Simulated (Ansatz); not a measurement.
# Zr2COS MXene monolayer in a perpendicular field, part 2 of 3

Aim: how the Zr2COS MXene monolayer screens a field along its normal, and what the field does to its bands. A positive field points along +c.

Ansatz 0.2.0; plane-wave DFT, PBE-D3(BJ), Ansatz PAW (set soft_1); PAW set soft_1 (the session's first sound run).

So far. Step 2 (Relaxation): The lattice constant a goes from 3.289 to 3.362 Å.

### 3. Atoms held, field 0

A sawtooth potential applies the field, turning back in the middle of the vacuum. With the dipole correction the typed value is the field outside the slab. The induced dipole is small, so the SCF threshold is tight.

The cell differs from the one that the last finished run ended in (c 42.187 → 23.224 Å).

input.yaml reads:

```yaml
crystal:
  lattice:
    - [3.3616405586, 0.0, 0.0]
    - [-1.6808202793, 2.9112661222, 0.0]
    - [0.0, 0.0, 23.2239885157]
  atoms:
    - { symbol: S, position: [0.3333333333, 0.6666666667, 0.3875303329] }
    - { symbol: Zr, position: [0.6666666667, 0.3333333333, 0.4565851176] }
    - { symbol: C, position: [0.0, 0.0, 0.5138796611] }
    - { symbol: Zr, position: [0.3333333333, 0.6666666667, 0.5741454658] }
    - { symbol: O, position: [0.6666666667, 0.3333333333, 0.6124696671] }
kpoints:
  mp_grid: { grid: [18, 18, 1] }
  band_path:
    path: [[0, 0, 0], [0.5, 0, 0], [0.33333333, 0.33333333, 0], [0, 0, 0]]
    npoints: 16
hamiltonian:
  xc: pbe
  dispersion: d3bj
  pseudopotentials: { kind: paw, azcp: { folder: soft_1 } }
scf:
  occupations: { method: fermi_dirac, width: 0.05 }
  convergence: { dr2_threshold: 1.0e-10 }
efield:
  axis: 3
  dipole_correction: true
  ramp_position: 0.97
  ramp_width: 0.06
  amplitude: 0
output:
  dos: { projected: true, e_range: [-6, 5] }
  bader: true
  write_potential: true
  write_density: true
  volumetric_format: npy
  elf: true
```

Command:

```bash
$ ansatz run input.yaml --threads 4 --pin off --max-ram 6144MiB --backend cpu --events-out ev --progress --plain --runs-dir out
```

Numbers of over 12 decimals in the logs are rounded to 6 here.

What it wrote:

```text
[...]
Crystal: 5 atoms, lattice volume = 227.285 Å³
Basis set: ecut = 420 eV, 4517 PW (Γ)
Bands: 25, of which v1, the nominal top of the filled ones, is band 20 counted from 1 (19 counted from 0)
Symmetry: 6 space group operations
[...]
k-points: 37 of 324 (time reversal used)
[...]
SCF iter   1: F=—  HF=-10100.284957 eV  |F-HF|=—  |Δ(HF+E_count)|=         —  Δρ=7.69e-2  dr2=2.00e1  ethr=3.10e-3  p=-0.000 e·Å  D=-1.51e-7 V/Å  ΔV_dip=0.00 eV  dr2_dipole=4.28e-2  V_vac-E_F(+/−)=8.55/8.55 eV  ⟨swp⟩=9.3  Hψ=5649  notcnv=0
efield: sawtooth ramp at fractional position 0.9700 (set: `efield.ramp_position`, or a place that a band, a saddle search or an elastic batch's reference lends), width 0.0600; the density the first Hamiltonian is built on has a dipole p = -0.000 e·Å; the dipole correction subtracts the counter field D = -1.51e-7 V/Å, which shifts the + side's vacuum level by +0.00 eV against the − side's; the planar-averaged density in the ramp window peaks in size at 3.6e-7 e/Å³
[...]
SCF iter   2: F=—  HF=-10100.378707 eV  |F-HF|=—  |Δ(HF+E_count)|=   9.38e-2  Δρ=8.20e-2  dr2=3.47e1  ethr=3.10e-3  p=-0.164 e·Å  D=-1.31e-1 V/Å  ΔV_dip=3.03 eV  dr2_dipole=5.00e0  V_vac-E_F(+/−)=5.28/2.24 eV  ⟨swp⟩=5.7  Hψ=3049  notcnv=0  defer=16
[...]
SCF iter  14: F=-10095.374374 eV  HF=-10095.374374 eV  |F-HF|=1.09e-11  |Δ(HF+E_count)|=  7.09e-11  Δρ=9.27e-8  dr2=1.88e-11  ethr=1.00e-12  p=0.078 e·Å  D=6.19e-2 V/Å  ΔV_dip=-1.44 eV  dr2_dipole=5.01e-13  V_vac-E_F(+/−)=4.68/6.11 eV  ⟨swp⟩=6.8  Hψ=3493  notcnv=0
SCF 1 converged in 14 iterations: F = -10095.374374 eV  dr2 = 1.88e-11
[...]
NSCF: frozen V_eff on 49 k-points
efield: sawtooth ramp at fractional position 0.9700 (kept from the solve that this one continues, or follows in the run), width 0.0600; the density the first Hamiltonian is built on has a dipole p = 0.078 e·Å; the dipole correction subtracts the counter field D = 6.19e-2 V/Å, which shifts the + side's vacuum level by -1.44 eV against the − side's; the planar-averaged density in the ramp window peaks in size at 5.8e-7 e/Å³
[...]
SCF converged after 14 iterations
Free energy (F): -10095.374374 eV
[...]
Internal energy: -10095.369202 eV  (E = F + TS)
E sigma→0 (E₀):  -10095.371788 eV
Entropy (-TS):   -0.005173 eV (-1.035 meV/atom)
Fermi energy:    0.264798 eV
Dipole field:    D = 0.061929 V/Å  (p = 0.077786 e·Å, saw-weighted, corrected)
Work function:   Φ+ = 4.6758 eV   Φ− = 6.1141 eV
Levels:          The Fermi level and band energies are counted from a zero that moves with the ramp; work functions are not
[...]
--- Band table (eV; the first three rows and the last of 37) ---
  k-point 0: bands = [... 16 lower, -1.8716, -0.8543, 0.4533, 0.4533, 1.5494, 1.5494, 1.7694, 3.0555, ... 1 higher]
  k-point 1: bands = [... 16 lower, -1.8618, -0.7600, 0.1279, 0.2801, 1.5219, 1.7337, 1.9484, 3.0322, ... 1 higher]
  k-point 2: bands = [... 16 lower, -1.8411, -0.8110, -0.3620, -0.0371, 1.3394, 2.0646, 2.3061, 3.0254, ... 1 higher]
  k-point 36: bands = [... 16 lower, -2.8412, -2.2677, -1.9597, -1.8548, 2.1487, 2.6372, 3.3247, 3.7568, ... 1 higher]
--- Bader charges: 5 sites ---
  site symbol  charge [e]  shift [e]
     0      S     -0.9483     0.0001
     1     Zr      1.9460     0.0002
     2      C     -1.9606     0.0002
     3     Zr      2.2403     0.0011
     4      O     -1.2774     0.0012
  estimated error of the sums over rays = 8.9e-4 e
```

The job ended after 22 s (4 threads of Arm Neoverse V1, shared host; peak memory 0.62 GiB; 85 s of CPU time).

Reading the cycles: dr2 is the Hartree energy of the density residual (eV), the measure of convergence; HF is the Harris–Foulkes estimate of the energy, which meets the free energy F at convergence.

Numbers from this step:

```
energy at zero smearing        : -10095.3718 eV
work function, upper face      : 4.676 eV
work function, lower face      : 6.114 eV
dipole along the normal        : 0.07779 e·Å
step between the vacuum levels : -1.438 eV
```

Running mean over a fixed 2.8 Å (it still follows the layers) of the planar mean; the ramp of the sawtooth is left out. Table of electron's electrostatic potential energy less the Fermi level by z:

z (Å), electron's electrostatic potential energy less the Fermi level (eV) and a bar from the least value:
```
      3.0        6.1 ##############################
      3.5        6.1 ##############################
      4.0        6.1 ##############################
      4.5        6.1 ##############################
      5.0        6.1 ##############################
      5.5        6.1 ##############################
      6.0        6.1 ##############################
      6.5        6.0 ##############################
      7.0        5.4 #############################
      7.5        3.6 #########################
      8.0        1.3 #####################
      8.5       -0.9 #################
      9.0       -3.9 ############
      9.5       -7.4 #####
     10.0       -9.2 ##
     10.5       -9.3 ##
     11.0       -9.2 ##
     11.5       -9.3 ##
     12.0       -9.5 ##
     12.5       -9.8 #
     13.0      -10.4 
     13.5       -9.6 #
     14.0       -7.9 #####
     14.5       -5.1 ##########
     15.0       -1.4 ################
     15.5        1.9 ######################
     16.0        4.0 ##########################
     16.5        4.6 ###########################
     17.0        4.7 ###########################
     17.5        4.7 ###########################
     18.0        4.7 ###########################
     18.5        4.7 ###########################
     19.0        4.7 ###########################
     19.5        4.7 ###########################
     20.0        4.7 ###########################
```

The density of states has structure finer than the step of the table below, so its rows give means over 0.2 eV, whole bins alone (the curve runs from -6 to 1.99 eV). Peaks (eV: height): -5.37: 18.9, -4.73: 23.0, -3.55: 10.1, -3.22: 10.4, -2.64: 11.2, -2.53: 9.57, -2.44: 9.31.

Table of density of states by energy, zero at the Fermi level; means over each step:

energy (eV), density of states (states/eV a cell) and a bar:
```
     -5.8        0.7 ##
     -5.6        1.5 #####
     -5.4        5.6 #####################
     -5.2        3.9 ###############
     -5.0        2.4 ########
     -4.8        6.4 #########################
     -4.6        3.3 ############
     -4.4        5.2 ####################
     -4.2        1.6 #####
     -4.0        3.1 ###########
     -3.8        2.6 #########
     -3.6        3.9 ###############
     -3.4        1.3 ####
     -3.2        5.4 #####################
     -3.0        1.7 ######
     -2.8        3.1 ###########
     -2.6        5.5 #####################
     -2.4        7.7 ##############################
     -2.2        4.5 #################
     -2.0        2.3 ########
     -1.8        1.9 ######
     -1.6        2.5 #########
     -1.4        4.4 ################
     -1.2        2.5 #########
     -1.0        3.0 ###########
     -0.8        2.0 #######
     -0.6        1.0 ###
     -0.4        0.4 #
     -0.2        0.3 
      0.0        0.5 #
      0.2        0.9 ###
      0.4        1.0 ###
      0.6        1.2 ###
      0.8        1.4 ####
      1.0        1.9 ######
      1.2        1.6 #####
      1.4        1.0 ###
      1.6        1.0 ###
      1.8        1.8 ######
```

Projected DOS per atom over height of the atomic layer and energy from the Fermi level. Layers: S Zr C Zr O from below.

Ten even steps from '0' (0.01 states/eV) to '9' (3.31 states/eV), each cell a mean:
```
01010
00010
01020
01010
01000
00000
00000
20000
40100
51200
20100
33410
44611
21100
32200
32101
11003
11116
00139
00026
00036
00000
```
Columns: height of the atomic layer (Å) from 9 to 14.2 (not evenly spaced); rows upwards: energy from the Fermi level (eV) from -5.96 to 1.96.

The electronic bands at the labelled points (eV, zero at the Fermi level):

```tsv
point	band 17	band 18	band 19	band 20	band 21	band 22	band 23	band 24
Γ	-2.14	-1.12	0.19	0.19	1.28	1.28	1.50	2.79
halfway	-2.40	-2.15	-1.09	-0.82	0.47	2.48	2.65	2.97
M	-2.95	-2.38	-1.33	-0.79	-0.01	2.48	3.32	3.62
halfway	-2.75	-2.46	-2.13	-1.52	1.07	2.69	2.82	3.85
K	-3.11	-2.53	-2.22	-2.12	1.88	2.37	3.06	3.49
halfway	-2.47	-2.05	-1.77	-1.10	1.25	1.68	3.09	3.37
Γ	-2.14	-1.12	0.19	0.19	1.28	1.28	1.50	2.79
```

ELF in the ca plane at fractional y = 0.333, with atoms of Zr and O within 0.2 Å of it. It is the smooth field of the valence electrons, not physical close to the nuclei.

Values, 5 rows by 16 columns, each cell a mean:
```
0.00 0.00 0.00 0.00 0.00 0.02 0.21 0.35 0.49 0.48 0.27 0.20 0.68 0.57 0.09 0.00
0.00 0.00 0.00 0.00 0.00 0.00 0.04 0.10 0.58 0.58 0.11 0.38 0.63 0.71 0.14 0.01
0.00 0.00 0.00 0.00 0.00 0.02 0.21 0.34 0.51 0.49 0.25 0.21 0.69 0.57 0.09 0.00
0.00 0.00 0.00 0.00 0.00 0.13 0.60 0.74 0.31 0.32 0.57 0.23 0.17 0.13 0.01 0.00
0.00 0.00 0.00 0.00 0.00 0.13 0.61 0.76 0.31 0.34 0.58 0.22 0.15 0.11 0.01 0.00
```
Columns run along c (16.0 Å, from fractional 0.08 to 0.77 of the cell), rows up along a (3.4 Å). Atoms in or near the plane, at fractional coordinates: Zr at (0.46, 0.67), O at (0.61, 0.67).

Valence density in the ca plane at fractional y = 0.333, with atoms of Zr and O within 0.2 Å of it. It is the smooth field of the valence electrons, not physical close to the nuclei.

Ten steps, logarithmic in the rise over the least value, from '0' (0.0 e/Å³) to '9' (7.0 e/Å³), each cell a mean:
```
00000000000000000122334566433222345431000000
00000000000000000011235788642222478752000000
00000000000000000011236888742223589963100000
00000000000000000011236888742222479863100000
00000000000000000112234677532222456642000000
00000000000000000123333444333333344321000000
00000000000000000134443322334444432110000000
00000000000000000234443222344444432100000000
00000000000000000123443333333333433210000000
```
Columns run along c (16.0 Å, from fractional 0.08 to 0.77 of the cell), rows up along a (3.4 Å). Atoms in or near the plane, at fractional coordinates: Zr at (0.46, 0.67), O at (0.61, 0.67).

Electrostatic potential energy in the ca plane at fractional y = 0.333, with atoms of Zr and O within 0.2 Å of it. With pseudopotentials it is smooth inside the atoms' cores, unlike the true potential.

Ten even steps from '0' (-44 eV) to '9' (6 eV), each cell a mean:
```
99999999998742368888888789999999999999999999
99999999997400026899885238999999999999999999
99999999997200005899982015999999999999999999
99999999997200016899983026999999999999999999
99999999998520147898887569999999999999999999
99999999988865678888777899999999999999999999
99999999888888888887656889999999999999999999
99999999878888898887556789999999999999999999
99999999888887788887767889999999999999999999
```
Columns run along c (16.0 Å, from fractional 0.25 to 0.94 of the cell; values clipped at the 3rd and 97th percentile), rows up along a (3.4 Å). Atoms in or near the plane, at fractional coordinates: Zr at (0.46, 0.67), O at (0.61, 0.67).

The work function of the upper face is 4.68 eV.

### 4. Atoms held, field 0.1 V/Å

Changes to input.yaml since step 3:

```diff
@@ -26,8 +26,6 @@
   dipole_correction: true
-  ramp_position: 0.97
-  ramp_width: 0.06
-  amplitude: 0
+  ramp_position: 0.938
+  ramp_width: 0.1158
+  amplitude: 0.1
 output:
-  dos: { projected: true, e_range: [-6, 5] }
-  bader: true
   write_potential: true
@@ -35,2 +33 @@
   volumetric_format: npy
-  elf: true
```

What it wrote:

```text
[...]
Crystal: 5 atoms, lattice volume = 227.285 Å³
Basis set: ecut = 420 eV, 4517 PW (Γ)
Bands: 25, of which v1, the nominal top of the filled ones, is band 20 counted from 1 (19 counted from 0)
Symmetry: 6 space group operations
[...]
k-points: 37 of 324 (time reversal used)
[...]
k-point 0: bands = [... 16 lower, -1.8887, -0.8745, 0.4354, 0.4354, 1.5384, 1.5384, 1.7537, 3.0426, ... 1 higher]
  k-point 1: bands = [... 16 lower, -1.8787, -0.7796, 0.1097, 0.2624, 1.5096, 1.7224, 1.9339, 3.0187, ... 1 higher]
  k-point 2: bands = [... 16 lower, -1.8577, -0.8266, -0.3842, -0.0551, 1.3266, 2.0535, 2.2919, 3.0116, ... 1 higher]
  k-point 36: bands = [... 16 lower, -2.8518, -2.2803, -1.9894, -1.8713, 2.1402, 2.6366, 3.3092, 3.7391, ... 1 higher]
[key lines of the parts left out:]
SCF converged after 14 iterations
Free energy (F): -10095.383952 eV
Fermi energy:    0.250472 eV
Dipole field:    D = 0.090571 V/Å  (p = 0.113762 e·Å, saw-weighted, corrected)
```

Wall time 11 s (4 threads); peak memory 0.58 GiB.

The dipole is 0.114 e·Å, 0.0360 e·Å from its value without field.

### 5. Single point, field -0.1 V/Å

Changes to input.yaml since step 4:

```diff
@@ -28,3 +28,3 @@
   ramp_width: 0.1158
-  amplitude: 0.1
+  amplitude: -0.1
 output:
```

What it wrote:

```text
[...]
Crystal: 5 atoms, lattice volume = 227.285 Å³
Basis set: ecut = 420 eV, 4517 PW (Γ)
Bands: 25, of which v1, the nominal top of the filled ones, is band 20 counted from 1 (19 counted from 0)
Symmetry: 6 space group operations
[...]
k-points: 37 of 324 (time reversal used)
[...]
k-point 0: bands = [... 16 lower, -1.8671, -0.8465, 0.4587, 0.4587, 1.5479, 1.5479, 1.7725, 3.0561, ... 1 higher]
  k-point 1: bands = [... 16 lower, -1.8573, -0.7529, 0.1337, 0.2853, 1.5217, 1.7324, 1.9504, 3.0333, ... 1 higher]
  k-point 2: bands = [... 16 lower, -1.8369, -0.8077, -0.3523, -0.0315, 1.3398, 2.0633, 2.3076, 3.0268, ... 1 higher]
  k-point 36: bands = [... 16 lower, -2.8429, -2.2674, -1.9424, -1.8505, 2.1448, 2.6252, 3.3277, 3.7621, ... 1 higher]
[key lines of the parts left out:]
SCF converged after 14 iterations
Free energy (F): -10095.368395 eV
Fermi energy:    0.266715 eV
Dipole field:    D = 0.033282 V/Å  (p = 0.041804 e·Å, saw-weighted, corrected)
```

Elapsed: 11 s, on 4 threads; peak memory 0.58 GiB; 44 s of CPU time.

The dipole is 0.0418 e·Å, -0.0360 e·Å from its value without field.

### 6. Atoms held, field 0.5 V/Å

Changes to input.yaml since step 5:

```diff
@@ -26,5 +26,5 @@
   dipole_correction: true
-  ramp_position: 0.938
-  ramp_width: 0.1158
-  amplitude: -0.1
+  ramp_position: 0.8677
+  ramp_width: 0.2565
+  amplitude: 0.5
 output:
```

What it wrote:

```text
[...]
Crystal: 5 atoms, lattice volume = 227.285 Å³
Basis set: ecut = 420 eV, 4517 PW (Γ)
Bands: 25, of which v1, the nominal top of the filled ones, is band 20 counted from 1 (19 counted from 0)
Symmetry: 6 space group operations
[...]
k-points: 37 of 324 (time reversal used)
[...]
k-point 0: bands = [... 16 lower, -1.9404, -0.9393, 0.3806, 0.3806, 1.5109, 1.5109, 1.7063, 3.0090, ... 1 higher]
  k-point 1: bands = [... 16 lower, -1.9300, -0.8419, 0.0535, 0.2083, 1.4766, 1.6940, 1.8913, 2.9817, ... 1 higher]
  k-point 2: bands = [... 16 lower, -1.9078, -0.8724, -0.4566, -0.1103, 1.2918, 2.0256, 2.2495, 2.9721, ... 1 higher]
  k-point 36: bands = [... 16 lower, -2.8763, -2.3141, -2.0919, -1.9180, 2.1226, 2.6498, 3.2636, 3.6860, ... 1 higher]
[key lines of the parts left out:]
SCF converged after 13 iterations
Free energy (F): -10095.458239 eV
Fermi energy:    0.210228 eV
Dipole field:    D = 0.205167 V/Å  (p = 0.257701 e·Å, saw-weighted, corrected)
```

Elapsed: 11 s, on 4 threads; peak memory 0.58 GiB; 44 s of CPU time.

The dipole is 0.258 e·Å, 0.180 e·Å from its value without field.

### 7. Single point, field -0.3 V/Å

Changes to input.yaml since step 6:

```diff
@@ -26,6 +26,8 @@
   dipole_correction: true
-  ramp_position: 0.8677
-  ramp_width: 0.2565
-  amplitude: 0.5
+  ramp_position: 0.9349
+  ramp_width: 0.122
+  amplitude: -0.3
 output:
+  dos: { projected: true, e_range: [-6, 5] }
+  bader: true
   write_potential: true
@@ -33 +35,2 @@
   volumetric_format: npy
+  elf: true
```

What it wrote:

```text
[...]
Crystal: 5 atoms, lattice volume = 227.285 Å³
Basis set: ecut = 420 eV, 4517 PW (Γ)
Bands: 25, of which v1, the nominal top of the filled ones, is band 20 counted from 1 (19 counted from 0)
Symmetry: 6 space group operations
[...]
k-points: 37 of 324 (time reversal used)
[...]
k-point 36: bands = [... 16 lower, -2.8363, -2.2571, -1.8982, -1.8314, 2.1468, 2.6107, 3.3433, 3.7828, ... 1 higher]
--- Bader charges: 5 sites ---
  site symbol  charge [e]  shift [e]
     0      S     -0.9341     0.0001
     1     Zr      1.9451     0.0002
     2      C     -1.9601     0.0002
     3     Zr      2.2359     0.0011
     4      O     -1.2867     0.0012
  estimated error of the sums over rays = 8.5e-4 e
[key lines of the parts left out:]
SCF converged after 13 iterations
Free energy (F): -10095.367234 eV
Fermi energy:    0.280458 eV
Dipole field:    D = -0.024055 V/Å  (p = -0.030214 e·Å, saw-weighted, corrected)
```

Wall time 22 s (4 threads); peak memory 0.59 GiB.

The dipole is -0.0302 e·Å, -0.108 e·Å from its value without field.

### 8. Response, atoms held

This step: plane-wave DFT, PBE-D3(BJ), Ansatz PAW (set soft_1); response to a field along the normal, atoms held; PAW set soft_1 (Ansatz 0.2.0).

The dipoles give the slope, and the difference of two potentials shows where the field is screened.

This step gave:

```
equivalent conductor thickness p/(ε₀AE) : 6.652 Å
distance between the outer atoms        : 5.224 Å
```

Table of dipole of the cell by applied field:

```tsv
applied field (V/Å)	dipole of the cell (e·Å)
-0.300	-0.0302
-0.100	0.0418
0.000	0.0778
0.100	0.114
0.500	0.258
```

Local field over the applied field, running mean. From the potentials at -0.1 and 0.1 V/Å; running mean over 2.5 Å. Table of local field over applied field by z:

```tsv
z (Å)	local field over applied field
4.06	1.000
4.50	0.999
4.94	0.998
5.23	0.996
5.66	0.990
6.10	0.973
6.53	0.932
6.97	0.849
7.26	0.766
7.69	0.616
8.13	0.456
8.56	0.298
9.00	0.165
9.43	0.0811
9.73	0.0547
10.16	0.0404
10.60	0.0370
11.03	0.0399
11.47	0.0431
11.76	0.0448
12.19	0.0479
12.63	0.0556
13.06	0.0832
13.50	0.138
13.79	0.197
14.22	0.313
14.66	0.451
15.10	0.600
15.53	0.739
15.97	0.856
16.26	0.913
16.69	0.964
17.13	0.986
17.56	0.995
18.00	0.998
18.29	0.999
18.72	1.000
19.16	1.000
```

Electrons, planar mean, per unit field. Table of induced electron density by z:

```tsv
z (Å)	induced electron density (e/Å³ per V/Å)
4.5	2.3e-6
5.0	8.4e-6
5.5	2.9e-5
6.0	9.6e-5
6.5	3.0e-4
7.0	8.6e-4
7.5	0.00217
8.0	0.00380
8.5	0.00266
9.0	6.9e-4
9.5	6.0e-4
10.0	-6.8e-4
10.5	-3.5e-4
11.0	3.3e-4
11.5	1.4e-4
12.0	3.2e-4
12.5	-5.8e-4
13.0	-3.9e-4
13.5	4.9e-5
14.0	-0.00179
14.5	-0.00193
15.0	-0.00336
15.5	-0.00186
16.0	-7.3e-4
16.5	-2.5e-4
17.0	-7.9e-5
17.5	-2.4e-5
18.0	-6.9e-6
18.5	-2.0e-6
19.0	-5.9e-7
```

By hand: between -0.1 and 0.1 V/Å the dipole changes by 0.07196 e·Å, a slope of 0.3598 e·Å²/V. A perfect conductor of thickness t has p = ε₀AEt, so t = 180.95 × 0.3598 / 9.787 = 6.65 Å (e/ε₀ = 180.95 V·Å, A in Å²).

The induced dipole is that of a conductor 6.65 Å thick.

(Continued in part 3 of 3.)

[Logs are printed without paths, hosts, clocks, repeated set-up lines and the standing remarks that a program may print on its own settings, such as how far it seeks lower states.]

[Hosts, paths, dates, database ids (printed as entryN), source tags and the programs' standing remarks are cut or masked in the printed files.]

[Maps of the electrostatic potential energy from Ansatz leave out the sawtooth potential of an applied field or a dipole correction, so their vacuum need not be flat; planar profiles and work functions include it.]

[The density of states shown here was stored with 400 of the rows of the run's finer table, so its peaks can read low, often by over a quarter, or be missed, and its means over a window can be off by a tenth or more.]
